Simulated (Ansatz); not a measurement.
**A strain series on TiS2 (CdI2 type): biaxial in x and y, z held**

TiS2, CdI2 type, relaxed with r2SCAN+rVV10 in the plane-wave code Ansatz, then strained (biaxial in x and y, z held; changes of length per length, axes as in the cell below) with the atoms relaxed again within the symmetry that is left. Space group P-3m1 (No. 164), trigonal; conventional cell a = 3.411 Å, c = 5.739 Å, 19.27 Å³ an atom. Ti is surrounded by 6 S at 2.42 Å; S is surrounded by 3 Ti at 2.42 Å. The values are computed, spin-unpolarised, and not measurements.

```xyz
3
Lattice="3.4106 0.0000 0.0000 -1.7053 2.9537 0.0000 0.0000 0.0000 5.7387" Properties=species:S:1:pos:R:3 pbc="T T T"
Ti    0.0000    0.0000    0.0000
S     0.0000    1.9691    1.4055
S     1.7053    0.9846    4.3332
```

Gaps are the least over each mesh (HSE06 6×6×4 when unstrained) and the special points, which keep their unstrained names.

| strain (%) | gap, HSE06 (eV) | edges, HSE06 |
| --- | --- | --- |
| 0.0 | 0.614 | Γ → L |
| +3.62 | 0.910 | (-0.089, 0.042, 0) → L |
| +4.56 | 0.940 | (-0.089, 0.042, 0) → L |
| +5.25 | 0.971 | Γ → L |
| +5.8 | 0.977 | (-0.089, 0.042, 0) → L |

Where an edge lies off the special points, it is a point of the mesh or the k point where a search put PBE's edge or least direct gap, reused for the other functionals, whose own edges may lie a little apart.

Coordinates of k points refer to the reciprocal vectors of the primitive cell of the runs.

The meshes of the hybrids are coarse, so their gaps aren't converged to the digits shown.
